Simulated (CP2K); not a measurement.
Runs of CP2K 2026.2 on Pb. It takes space group Fd-3m (No. 227, cubic). The conventional cell has a = 6.878 Å, b = 6.878 Å, c = 6.878 Å, α = 90.00°, β = 90.00°, γ = 90.00°. Pb (site symmetry -43m) is surrounded by 4 Pb at 2.98 Å. This isn't the form of Pb at room conditions, which is fcc.

```tsv
task	level	potentials or basis	cell	smearing	EPS_DEFAULT	NGRIDS	basis sets	potentials	D3 from the s-dftd3 library (D3_REFERENCE_CODE)	gap on the mesh (eV)	pressure (GPa)
single point	r2SCAN+D3(BJ)	POTENTIAL_UZH Pb GTH-SCAN-q4; TZVP-MOLOPT-SCAN-GTH basis	cell strained at random at fixed volume	methfessel-paxton 0.2 eV	1.0E-10	5	Pb TZVP-MOLOPT-SCAN-GTH-q4	Pb GTH-SCAN-q4 of POTENTIAL_UZH	yes	none	-2.0
band structure	r2SCAN	POTENTIAL_UZH Pb GTH-SCAN-q4; TZVP-MOLOPT-SCAN-GTH basis	as given	fermi-dirac 0.05 eV	1.0E-9	5	Pb TZVP-MOLOPT-SCAN-GTH-q4	Pb GTH-SCAN-q4 of POTENTIAL_UZH	-	none	(a)
single point	LDA	GTH_POTENTIALS Pb GTH-PADE-q4; TZVP-MOLOPT-PBE-GTH basis	the cell as VASP's run set it	methfessel-paxton 0.1 eV	1.0E-10	4	Pb TZVP-MOLOPT-PBE-GTH-q4	Pb GTH-PADE-q4 of GTH_POTENTIALS	-	none	-2.6
band structure	LDA	GTH_POTENTIALS Pb GTH-PADE-q4; TZVP-MOLOPT-PBE-GTH basis	as given	fermi-dirac 0.05 eV	1.0E-9	4	Pb TZVP-MOLOPT-PBE-GTH-q4	Pb GTH-PADE-q4 of GTH_POTENTIALS	-	none	-2.6
band structure	LDA	GTH_POTENTIALS Pb GTH-PADE-q4; TZVP-MOLOPT-PBE-GTH basis	the cell as VASP's run set it	methfessel-paxton 0.2 eV	1.0E-10	5	Pb TZVP-MOLOPT-PBE-GTH-q4	Pb GTH-PADE-q4 of GTH_POTENTIALS	-	none	-2.6
```

Alike in all rows: no spin polarisation; k mesh 7 × 7 × 7.

Question: Fill in the values left out.

Answer: (a) -1.5.

Caveats: the basis of atomic orbitals isn't converged, which shifts pressures, moduli and gaps; pairwise dispersion overbinds metals, which lowers pressure and volume (some runs).

A k mesh can miss the band edges, and the runs leave out spin-orbit coupling on Pb.

A gap of «none» marks a metal or a gap under the smearing width.

Not every run made on this cell is shown here.
